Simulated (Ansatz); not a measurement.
The system is Fe.

```
Fe
1.0
     2.43416    0.00000    0.00000
    -1.21708    2.10804    0.00000
     0.00000    0.00000    3.84193
Fe
2
Direct
  0.66667 0.33333 0.75000
  0.33333 0.66667 0.25000
```

This isn't the form of Fe at room conditions, which is bcc.

```yaml
Program: Ansatz 0.2.0
Task: relaxation of cell and atoms
Functional: HSE03
Potentials_or_basis: Ansatz PAW
Cutoff: "420 eV (not typed: the program's choice for these potentials)"
k_mesh: 6 × 6 × 4
Occupations: fermi-dirac, width 0.05 eV
Spin: collinear spin, ferromagnetic start
Starting_moments: "[3.0, 3.0] μB"
```

At the start: volume 9.86 Å³/atom.

Task: Where does the relaxation end?

Result: It ends after 17 steps and the volume is 13.10 Å³/atom (+32.9 %); space group P6_3/mmc (No. 194, to 0.05 Å); moment 6.15 μB per cell.

Step by step:
```tsv
step	energy change (eV)	largest force (eV/Å)	volume (Å³)
1	0.0000	0.0000	19.71
2	-0.6260	0.0000	21.46
3	-0.9386	0.0000	23.03
4	-1.0378	0.0000	24.32
5	-1.0394	0.0000	24.54
6	-1.0400	0.0000	24.63
7	-1.0430	0.0000	24.84
8	-1.0748	0.0000	25.50
9	-1.0870	0.0000	25.68
10	-1.0871	0.0000	25.65
11	-1.1279	0.0000	25.65
12	-1.1341	0.0000	26.04
13	-1.1345	0.0000	26.20
14	-1.1345	0.0000	26.21
15	-1.1355	0.0000	26.21
16	-1.1355	0.0000	26.20
17	-1.1355	0.0000	26.20
```

Final structure:
```yaml
crystal:
  lattice:
    - [2.62130, 0.00000, 0.00000]
    - [-1.31065, 2.27011, 0.00000]
    - [0.00000, 0.00000, 4.40224]
  atoms:
    - { symbol: Fe, position: [0.66667, 0.33333, 0.75000] }
    - { symbol: Fe, position: [0.33333, 0.66667, 0.25000] }
```

Caveat: the k mesh is coarse (spacing up to 0.50 Å⁻¹), so the values aren't converged, least of all with exact exchange; the magnetic or orbital state may not be the lowest; the volume moved by over 15 % at a fixed basis, so the end points are rough; the plane-wave basis is chosen anew once the cell has moved, so the energies of steps on either side of that aren't comparable; the PAW data sets come from PBE, with cores solved anew for the run's functional, which leaves a small shift of forces and pressure.
